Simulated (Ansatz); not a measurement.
**Se: stress in a strained cell**

Aim: deform Se (zz strain of +1 %) and compute stress, forces and field gradients with LAPW, PAW and all-electron datasets made for the crystal.

Program: Ansatz 0.2.0. Level of theory: DFT PBE, scalar-relativistic. These are calculated values, not measurements.

## (1) Starting point

The structure is trigonal, space group P3_121 (No. 152). The conventional cell has a = 4.366 Å, b = 4.366 Å, c = 4.954 Å, α = 90.00°, β = 90.00°, γ = 120.00°. Around Se (site symmetry 2) lie 2 Se at 2.37 Å.

Coordinates:

```
CELL_PARAMETERS angstrom
4.36620 0.00000 0.00000
-2.18310 3.78124 0.00000
0.00000 0.00000 4.95360
ATOMIC_POSITIONS crystal
Se 0.22540 0.00000 0.33333
Se 0.00000 0.22540 0.66667
Se 0.77460 0.77460 0.00000
```

Atoms are numbered in the order of the input: Se1, Se2, Se3.

## (2) The deformed structure

Space group P3_121 before, P3_121 after.

## (3) All-electron LAPW

input.yaml reads:

```yaml
crystal:
  lattice:
    - [4.3661999489, 0.0, 0.0]
    - [-2.1830999745, 3.7812400738, 0.0]
    - [0.0, 0.0, 5.003136]
  atoms:
    - { symbol: Se, position: [0.2254, 0.0, 0.3333333333] }
    - { symbol: Se, position: [0.0, 0.2254, 0.6666666667] }
    - { symbol: Se, position: [0.7746, 0.7746, 0.0] }
kpoints:
  mp_grid: { grid: [6, 6, 5] }
  band_path:
    path:
      - [0.0, 0.0, 0.0]
      - [0.5, 0.0, 0.0]
      - [0.3333333333, 0.3333333333, 0.0]
      - [0.0, 0.0, 0.0]
      - [0.0, 0.0, 0.5]
      - [0.5, 0.0, 0.5]
      - [0.3333333333, 0.3333333333, 0.5]
      - [0.0, 0.0, 0.5]
      - [0.5, 0.0, 0.5]
    npoints: 5
scf:
  occupations: { method: fermi_dirac, width: 0.03 }
hamiltonian:
  xc: pbe
  pseudopotentials: { kind: all_electron, lapw: { basis_error: 0.001 } }
output:
  forces: true
  stress: true
  eigenvalues: true
```

Launch:

```console
ansatz run input.yaml --threads 1 --pin off --max-ram 4096MiB --backend cpu --events-out ev --progress --plain --runs-dir out
```

## (4) PAW on the default files

input.yaml reads:

```yaml
crystal:
  lattice:
    - [4.3661999489, 0.0, 0.0]
    - [-2.1830999745, 3.7812400738, 0.0]
    - [0.0, 0.0, 5.003136]
  atoms:
    - { symbol: Se, position: [0.2254, 0.0, 0.3333333333] }
    - { symbol: Se, position: [0.0, 0.2254, 0.6666666667] }
    - { symbol: Se, position: [0.7746, 0.7746, 0.0] }
kpoints:
  mp_grid: { grid: [6, 6, 5] }
scf:
  occupations: { method: fermi_dirac, width: 0.03 }
hamiltonian:
  xc: pbe
  pseudopotentials: { kind: paw }
output:
  forces: true
  stress: true
  eigenvalues: true
  efg: { contact_densities: true }
```

## (5) Datasets made for this crystal

input.yaml: that of step 4 with these lines changed.

```diff
@@ -15,3 +15,3 @@
   xc: pbe
-  pseudopotentials: { kind: paw }
+  pseudopotentials: { kind: all_electron, datasets: crystal }
 output:
```

(Steps that only read results are left out.)

**Question.** What will these runs give? Wanted: pressure; largest shear or deviatoric stress.

The runs gave:

| quantity | value |
| --- | --- |
| pressure | LAPW 1.96, PAW 1.97, crystal datasets 1.96 GPa |
| largest shear or deviatoric stress (LAPW) | 0.67 GPa |

What this shows: The largest part of the stress beyond the pressure is 0.67 GPa in size, in the zz component; the atoms are carried along and not relaxed. No run of the undeformed cell stands beside it, so the pressure holds what the given cell had before the change. PAW: stress within 0.02 GPa of LAPW, forces within 6 meV/Å. Crystal datasets: stress within 0.01 GPa of LAPW, forces within 1 meV/Å.
